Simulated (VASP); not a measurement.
# Sr8Ti8O23 (a cell with a defect) in VASP: settings compared, part 2 of 2

VASP 6.6.1. The steps go on from the part before.

## Step 3: Single point, HSE06, collinear spin, ferromagnetic start

POSCAR

```
Sr8Ti8O23                               
1.0
    7.8804100000      0.0000000000      0.0000000000
    0.0000000000     -7.8804100000      0.0000000000
    0.0000000000      0.0000000000     -7.8804100000
  Sr              Ti              O             
     8     8    23
Direct
     0.2505952184327201    0.2412081770644061    0.2416723902147907
     0.2506864827803678    0.2401093768747955    0.7523369432562041
     0.2505974873408635    0.7517818087999937    0.2410505209767749
     0.2506914244006008    0.7519765183134315    0.7529453015242763
     0.7505799805301465    0.2391548939589082    0.2399799376866247
     0.7505804284631064    0.2395736022089445    0.7512602996325735
     0.7505293840578162    0.7511852718534479    0.2402513722514465
     0.7505343194206084    0.7510203094069502    0.7519503986752918
     0.9888624880003192    0.4934788707715911    0.4941606372104372
     0.0033372787936247    0.4953212758737200    0.9921617093582155
     0.0035822812162411    0.9912005221829603    0.4964547913497879
     0.0003153909063045    0.9950818831163146    0.9962632052746193
     0.5125671188632995    0.4936607547332413    0.4945593741578724
     0.4979385833070025    0.4952199366658326    0.9926154996232004
     0.4978579337185553    0.9912862566595156    0.4963174001306985
     0.5010181013607912    0.9951469812246300    0.9962393263344064
     0.2504655551086308    0.5022909758179979    0.0050691475255969
     0.2505181975927579    0.0067391365476263    0.5016711036271322
     0.2504422625654475    0.0000549679649302    0.0005972600761272
     0.7505227187162501    0.5118926438567121    0.5102181330302107
     0.7502590816042712    0.5006818089352230    0.0020193369429123
     0.7503123083972533    0.9994057674190026    0.5012267604431303
     0.7503650028246666    0.0018509044144974    0.0015175077463345
     0.0102805436760894    0.2574636965997446    0.5032857961604355
     0.9998340240970200    0.2516025796432794    0.0019222859656807
     0.0156626774435755    0.7496373255032572    0.5025973286592837
     0.9982911603416015    0.7515987962653122    0.0021299324178421
     0.4906696156539047    0.2575500472599437    0.5033066147188562
     0.5009432748378236    0.2516096254298051    0.0018562459828705
     0.4854896298062168    0.7495893669193816    0.5024844080960285
     0.5025939469058144    0.7517225570625969    0.0023035695115147
     0.0119475257015309    0.5025110115212523    0.2580304192023499
     0.0134668274292524    0.5023291769694168    0.7501278123701627
     0.9993663403233862    0.0016982448130588    0.2517513179084302
     0.9989154782564116    0.0014374133927901    0.7517532331123805
     0.4891781737645649    0.5026024738393171    0.2581112240234457
     0.4873882855839646    0.5026021994540824    0.7500933747165167
     0.5014832526148152    0.0019197370083783    0.2517307722913325
     0.5019355651623799    0.0015251136537142    0.7518181278142050
```

INCAR.step1

```
PREC     = Normal         # precision mode
ENCUT    = 400            # plane-wave cutoff, eV
EDIFF    = 1E-5           # SCF threshold, eV
ISMEAR   = 0              # smearing method
SIGMA    = 0.01           # smearing width, eV
LREAL    = Auto         
LASPH    = True           # aspherical terms in the spheres
NELM     = 150            # most SCF steps
ALGO     = Normal         # electronic algorithm
ISIF     = 2              # what is computed and relaxed
LWAVE    = True           # write WAVECAR
LCHARG   = False          # write CHGCAR
ISPIN    = 2              # spin polarisation
MAGMOM   = 0 0 0 0 0 0 0 0 0.5 0 0 0 0.5 0 0 0 0 0 0 0 0 0 0 0 0 0 0 0 0 0 0 0 0 0 0 0 0 0 0 # initial moments
LORBIT   = 11             # projections on sites
LMAXMIX  = 4              # l up to which the mixer works
NBANDS   = 186            # bands
AMIX     = 0.2          
BMIX     = 1E-4         
AMIX_MAG = 0.8          
BMIX_MAG = 1E-4         
ICORELEVEL= 1            
NELECT   = 313.0        
GGA      = PE             # functional
```

INCAR.step2

```
PREC     = Normal         # precision mode
ENCUT    = 400            # plane-wave cutoff, eV
EDIFF    = 1E-7           # SCF threshold, eV
ISMEAR   = 0              # smearing method
SIGMA    = 0.01           # smearing width, eV
LREAL    = Auto         
LASPH    = True           # aspherical terms in the spheres
NELM     = 150            # most SCF steps
ALGO     = Normal         # electronic algorithm
ISIF     = 2              # what is computed and relaxed
LWAVE    = False          # write WAVECAR
LCHARG   = False          # write CHGCAR
ISPIN    = 2              # spin polarisation
MAGMOM   = 0 0 0 0 0 0 0 0 0.5 0 0 0 0.5 0 0 0 0 0 0 0 0 0 0 0 0 0 0 0 0 0 0 0 0 0 0 0 0 0 0 # initial moments
LORBIT   = 11             # projections on sites
LMAXMIX  = 4              # l up to which the mixer works
GGA      = PE             # functional
LHFCALC  = True           # exact exchange
HFSCREEN = 0.2            # screening, 1/A
PRECFOCK = Fast         
NBANDS   = 186            # bands
AMIX     = 0.2          
BMIX     = 1E-4         
AMIX_MAG = 0.8          
BMIX_MAG = 1E-4         
ICORELEVEL= 1            
NELECT   = 313.0        
ISTART   = 1
```

KPOINTS

```
regular mesh
0
Gamma
  1 1 1
```

Potentials or basis: VASP PAW PBE potentials, release 64 (Sr_sv, Ti_sv, O).

On the command line:

```
cat potpaw_PBE.64/Sr_sv/POTCAR potpaw_PBE.64/Ti_sv/POTCAR potpaw_PBE.64/O/POTCAR > POTCAR
cp INCAR.step1 INCAR
mpirun -np 8 vasp_gam > vasp.out
cp INCAR.step2 INCAR
mpirun -np 8 vasp_gam > vasp.out
```

OUTCAR:

```text
PREC = Normal
   ENCUT = 400
   EDIFF = 1E-7
   ISMEAR = 0
   LREAL = Auto
   LASPH = True
   NELM = 150
   ISIF = 2
   ISPIN = 2
   LORBIT = 11
   GGA = PE
   LHFCALC = True
   HFSCREEN = 0.2
   PRECFOCK = Fast
   AMIX = 0.2
   AMIX_MAG = 0.8
   NELECT = 313.0
   ISTART = 1

 ion  position               nearest neighbor table
   1  0.251  0.241  0.242-  19 2.69  29 2.73  38 2.73  25 2.74  34 2.74  18 2.76  17 2.78  32 2.79
                            36 2.79  28 2.80  24 2.80  12 3.38  16 3.38  14 3.41  10 3.42  11 3.42
   2  0.251  0.240  0.752-  18 2.70  19 2.72  28 2.73  39 2.73  24 2.73  35 2.73  37 2.79  29 2.79
                            33 2.79  25 2.79  17 2.87  16 3.36  12 3.36  10 3.38  14 3.38  11 3.42
   3  0.251  0.752  0.241-  17 2.71  36 2.72  32 2.72  19 2.72  31 2.74  27 2.74  30 2.77  26 2.77
                            38 2.79  34 2.79  18 2.87  12 3.36  16 3.36  11 3.38  15 3.38  14 3.42
   4  0.251  0.752  0.753-  30 2.71  26 2.71  37 2.71  33 2.71  19 2.76  39 2.79  35 2.79  31 2.79
                            27 2.80  17 2.80  18 2.82  16 3.35  12 3.35  11 3.38  15 3.38  10 3.38
   5  0.751  0.239  0.240-  23 2.65  34 2.71  38 2.71  25 2.72  29 2.72  21 2.79  22 2.79  24 2.92
                            28 2.92  32 2.93  36 2.93  20 3.03  16 3.35  12 3.36   9 3.40  13 3.40
   6  0.751  0.240  0.751-  35 2.71  39 2.71  23 2.72  22 2.73  25 2.79  29 2.79  24 2.83  28 2.83
                            21 2.85  20 2.87  33 2.93  37 2.93  16 3.36  12 3.36  13 3.41  10 3.41
   7  0.751  0.751  0.240-  27 2.71  31 2.71  21 2.72  23 2.73  34 2.78  38 2.79  22 2.84  20 2.84
[... 720 lines left out ...]
     0.000000000  0.000000000 -7.880410000     0.000000000  0.000000000 -0.126896951

 POSITION                                       TOTAL-FORCE (eV/Angst)
 -----------------------------------------------------------------------------------
      1.97479     -1.90082     -1.90448         0.000496     -0.109997     -0.129055
      1.97551     -1.89216     -5.92872        -0.001117     -0.004797      0.175007
      1.97481     -5.92435     -1.89958         0.002120      0.186957     -0.001139
      1.97555     -5.92588     -5.93352        -0.000262      0.048591      0.031702
      5.91488     -1.88464     -1.89114         0.004121      0.068822      0.063731
      5.91488     -1.88794     -5.92024         0.004275      0.105898      0.015792
[... 31 lines left out ...]
      3.95189     -0.01513     -1.98374         0.104762     -0.334166     -0.524447
      3.95546     -0.01202     -5.92464         0.116839     -0.332883     -0.518635
 -----------------------------------------------------------------------------------
    total drift:                               -0.011883      0.230168      0.240307

  FREE ENERGIE OF THE ION-ELECTRON SYSTEM (eV)
  ---------------------------------------------------
  free  energy   TOTEN  =      -380.9157898044 eV

  energy  without entropy=     -380.9157898044  energy(sigma->0) =     -380.91578980

 total charge

# of ion       s       p       d       tot
------------------------------------------
    1        1.996   5.833   0.163   7.991
    2        1.996   5.833   0.165   7.994
    3        1.996   5.833   0.165   7.995
    4        1.996   5.833   0.166   7.995
    5        1.995   5.830   0.157   7.982
    6        1.995   5.830   0.155   7.980
[... 31 lines left out ...]
   38        1.584   3.544   0.000   5.128
   39        1.584   3.545   0.000   5.129
--------------------------------------------------
tot         70.117 178.667  13.746 262.530

 magnetization (x)

# of ion       s       p       d       tot
------------------------------------------
    1       -0.001  -0.001  -0.006  -0.008
    2       -0.001  -0.001  -0.006  -0.009
    3       -0.001  -0.001  -0.006  -0.008
    4       -0.001  -0.002  -0.006  -0.009
    5       -0.001  -0.000   0.000  -0.001
    6       -0.001  -0.000  -0.000  -0.001
[... 31 lines left out ...]
   38       -0.000   0.000   0.000   0.000
   39       -0.000   0.000   0.000   0.000
--------------------------------------------------
tot         -0.049  -0.027  -0.424  -0.501
```

OUTCAR.step1:

```text
PREC = Normal
   ENCUT = 400
   EDIFF = 1E-5
   ISMEAR = 0
   LREAL = Auto
   LASPH = True
   NELM = 150
   ISIF = 2
   ISPIN = 2
   LORBIT = 11
   AMIX = 0.2
   AMIX_MAG = 0.8
   NELECT = 313.0
   GGA = PE
[... 824 lines left out ...]
--------------------------------------------------
tot         70.046 177.389  15.097 262.532

 magnetization (x)

# of ion       s       p       d       tot
------------------------------------------
    1       -0.001  -0.001  -0.005  -0.007
    2       -0.001  -0.001  -0.007  -0.009
    3       -0.001  -0.001  -0.007  -0.008
    4       -0.001  -0.001  -0.006  -0.008
    5       -0.001  -0.000  -0.000  -0.001
    6       -0.001  -0.000  -0.001  -0.001
[... 31 lines left out ...]
   38        0.000   0.003   0.000   0.003
   39        0.000   0.003   0.000   0.003
--------------------------------------------------
tot         -0.038   0.004  -0.533  -0.568
```

OSZICAR.step1:

```text
N       E                     dE             d eps       ncg     rms          rms(c)
DAV:   1     0.433273970057E+04    0.43327E+04   -0.15799E+05   800   0.151E+03
[... 13 lines left out ...]
DAV:  64    -0.312934124271E+03   -0.27843E-03   -0.15386E-04   784   0.522E-02    0.452E-02
DAV:  65    -0.312934154791E+03   -0.30521E-04   -0.53954E-05   728   0.228E-02    0.176E-01
DAV:  66    -0.312934303195E+03   -0.14840E-03   -0.65091E-04   856   0.534E-02    0.444E-01
DAV:  67    -0.312934114048E+03    0.18915E-03   -0.16044E-04   680   0.312E-02    0.196E-01
DAV:  68    -0.312934099632E+03    0.14415E-04   -0.73615E-05   496   0.177E-02    0.237E-02
DAV:  69    -0.312934126105E+03   -0.26472E-04   -0.15461E-05   512   0.114E-02    0.757E-02
DAV:  70    -0.312934119452E+03    0.66524E-05   -0.10604E-05   440   0.103E-02
   1 F= -.31293412E+03 E0= -.31293207E+03  d E =-.410240E-02  mag=    -1.0000
```

It took 4.8 min on 8 MPI ranks of Intel Xeon 6975P-C (Granite Rapids), shared host; peak memory 0.36 GiB.

Results:

```
Free energy                                           : -380.9158 eV
Largest force                                         : 1.645 eV/Å
Band gap on the k mesh                                : 0.96 eV, direct
Net moment                                            : -1.00 μB per cell
Site moments                                          : Sr -0.01, -0.00; Ti -0.23, +0.00, -0.22; O +0.00, +0.01, -0.00 μB
Valence electrons inside the program's atomic spheres : Sr 7.99, 8.00, 7.98; Ti 10.21, 10.06, 10.08; O 5.13, 5.14, 5.11
```

Forces in eV/Å, atoms in the order of the input:
```
Sr   0.000 -0.110 -0.129
Sr  -0.001 -0.005  0.175
Sr   0.002  0.187 -0.001
Sr   0.000  0.049  0.032
Sr   0.004  0.069  0.064
Sr   0.004  0.106  0.016
Sr   0.002  0.039  0.091
Sr   0.003 -0.049 -0.057
Ti  -0.429  0.465  0.464
Ti  -0.166  1.114  1.199
Ti  -0.155  1.244  0.978
Ti   0.227  1.163  1.040
Ti   0.456  0.460  0.434
Ti   0.245  1.106  1.178
Ti   0.240  1.233  0.971
Ti  -0.133  1.189  1.041
O   -0.026 -0.291 -0.362
O   -0.032 -0.355 -0.244
O   -0.037 -0.263 -0.226
O   -0.022  0.476  0.457
O   -0.006 -0.287 -0.356
O   -0.011 -0.384 -0.246
O   -0.009 -0.289 -0.238
O    0.202 -0.285 -0.292
O   -0.124 -0.584 -0.312
O    0.408 -0.667 -0.301
O   -0.142 -0.593 -0.308
O   -0.208 -0.286 -0.293
O    0.100 -0.596 -0.310
O   -0.427 -0.661 -0.298
O    0.113 -0.592 -0.301
O    0.221 -0.313 -0.264
O    0.399 -0.323 -0.655
O   -0.130 -0.332 -0.517
O   -0.145 -0.333 -0.524
O   -0.233 -0.312 -0.237
O   -0.412 -0.320 -0.623
O    0.105 -0.334 -0.524
O    0.117 -0.333 -0.519
```

Levels at points of the mesh, in eV from the valence-band top:
Spin up:
| k point | band 152 | band 153 | band 154 | band 155 | band 156 | band 157 | band 158 | band 159 | band 160 | band 161 |
| --- | --- | --- | --- | --- | --- | --- | --- | --- | --- | --- |
| (0.00, 0.00, 0.00) | -2.61 | -2.28 | -2.27 | -2.27 | -2.20 | 0.96 | 0.99 | 1.15 | 1.27 | 1.44 |
Spin down:
```tsv
k point	band 153	band 154	band 155	band 156	band 157	band 158	band 159	band 160	band 161	band 162
(0.00, 0.00, 0.00)	-2.28	-2.27	-2.27	-2.20	0.00	0.96	0.99	1.13	1.23	1.39
```

Core levels (eV, on the scale of the bands):
```csv
atom,levels
1 Sr,"1s -15923.4, 2s -2145.9, 2p -1905.3, 3s -321.8, 3p -244.2, 3d -116.1"
2 Sr,"1s -15923.4, 2s -2146.0, 2p -1905.4, 3s -321.9, 3p -244.2, 3d -116.1"
3 Sr,"1s -15923.4, 2s -2145.9, 2p -1905.3, 3s -321.9, 3p -244.2, 3d -116.1"
4 Sr,"1s -15923.5, 2s -2146.0, 2p -1905.4, 3s -321.9, 3p -244.3, 3d -116.2"
5 Sr,"1s -15923.7, 2s -2146.2, 2p -1905.6, 3s -322.1, 3p -244.5, 3d -116.4"
6 Sr,"1s -15923.7, 2s -2146.2, 2p -1905.6, 3s -322.2, 3p -244.5, 3d -116.4"
```

Caveat: the cell is charged against a uniform background, so pressure and absolute levels hang on convention; the PAW data sets were made with another functional, which shifts forces and pressure a little.
